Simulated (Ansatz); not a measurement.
**Phases of Na at 1.4 GPa**

Structure types of Na are relaxed in primitive cells with their symmetry kept at 1.4 GPa, first on PAW files, then by LAPW. The enthalpy is E + pV at zero temperature, without zero-point motion. Only the types listed were tried, and differences under about 5 meV/atom are mesh noise.

Level of theory: DFT with PBE, scalar-relativistic, in Ansatz 0.2.0; Fermi–Dirac smearing of 0.08 eV, no spin polarisation. LAPW: all electrons, basis error target 0.5 meV/atom; PAW: frozen-core files, cutoff 420 eV.

k meshes: fcc 13×13×13, bcc 14×14×14, hcp 12×12×7, beta tin 13×13×13, diamond 10×10×10, sc 12×12×12.

**Question.** Which type is lowest in enthalpy, and by how much?

**Answer.** bcc, 0 meV/atom below hcp, which is within the noise of the k meshes. The whole table:

| start type | ends as | a, b, c (Å) | V (Å³/atom) | H − H(lowest), LAPW (meV/atom) | same, PAW |
| --- | --- | --- | --- | --- | --- |
| fcc | fcc, Fm-3m | 5.056, 5.056, 5.056 | 32.31 | 2.9 | 3.0 |
| bcc | bcc, Im-3m | 4.007, 4.007, 4.007 | 32.17 | 0.0 | 0.0 |
| hcp | hcp, P6_3/mmc | 3.578, 3.578, 5.813 | 32.23 | 0.3 | 0.3 |
| beta tin | beta tin, I4_1/amd | 6.245, 6.245, 3.380 | 32.96 | 81.8 | 81.8 |
| diamond | diamond, Fd-3m | 6.876, 6.876, 6.876 | 40.64 | 441.1 | 441.3 |
| sc | sc, Pm-3m | 3.228, 3.228, 3.228 | 33.63 | 136.2 | 136.2 |
